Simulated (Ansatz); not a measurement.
GeO$_{2}$ (alpha-quartz type, space group P3_121)

Space group P3₁21 (No. 152); a = b = 4.9887 Å, c = 5.6753 Å, α = β = 90.00°, γ = 120.00°

| atom | site | symmetry | x | y | z |
|---|---|---|---|---|---|
| Ge | 3a | .2. | 0.5489 | 0.5489 | 0.0000 |
| O | 6c | 1 | 0.3962 | 0.3031 | 0.2434 |

E(V) scan at fixed shape, V₀ the volume above. The atoms relax within the cell's symmetry.

Calculation: r2SCAN (plane waves to 500 eV, PAW, scalar-relativistic; Ansatz, a program for electronic structure). k mesh 8×8×6 (Γ-centred), Fermi-Dirac smearing 0.05 eV. The energy includes the smearing's −TS. GeO2 was relaxed with its symmetry unable to fall. The zero of ΔE is the relaxed starting cell.

### Question
Predict the ΔE (meV/atom) at V/V₀ = 0.840, 0.867, 0.920, 0.947, 1.053.

### Answer
```
V/V₀   ΔE (meV/atom)
-----  -------------
0.840           62.0
0.867           40.9
0.920           13.3
0.947            5.6
1.053            4.8
```

(Under strain, the slope of the energy per volume gives the stress and its curvature an elastic modulus.)
